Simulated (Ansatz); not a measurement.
# Structures of NaCl: which is lowest?

Plane-wave DFT in Ansatz with scalar-relativistic PAW potentials, cutoff 420 eV, Γ-centred meshes chosen by cell and gap, Gaussian smearing with energies taken to zero width. Every cell was relaxed (cell and atoms) in a run of its own, within the symmetry of its start. Functional: PBEsol.

Relaxed structures (starts from databases or built by putting these elements on another compound's sites):
A. Pm-3m, 2 atoms in the computed cell, a = 3.447 Å; sites (symmetry × multiplicity) Na m-3m × 1, Cl m-3m × 1; start: database
B. Fm-3m, 2 atoms in the computed cell, a = 5.602 Å; sites (symmetry × multiplicity) Na m-3m × 4, Cl m-3m × 4; start: database

Q: Rank them by energy. Could pressure change the order?

A:
```csv
structure,group,E − E(lowest) (meV/atom),V (Å³/atom),gap on mesh (eV)
B,Fm-3m,0.0,21.98,5.01
A,Pm-3m,135,20.48,3.99
```

B is lowest, 135 meV/atom under A. A is denser by 1.49 Å³/atom, so pressure favours it: ΔE/ΔV, with ΔE in eV and 1 eV/Å³ = 160.2 GPa, gives about 14 GPa for equal enthalpy if both cells were rigid, a rough figure since the two compress differently. Other structures may lie lower than all of these, and vibrations aren't counted.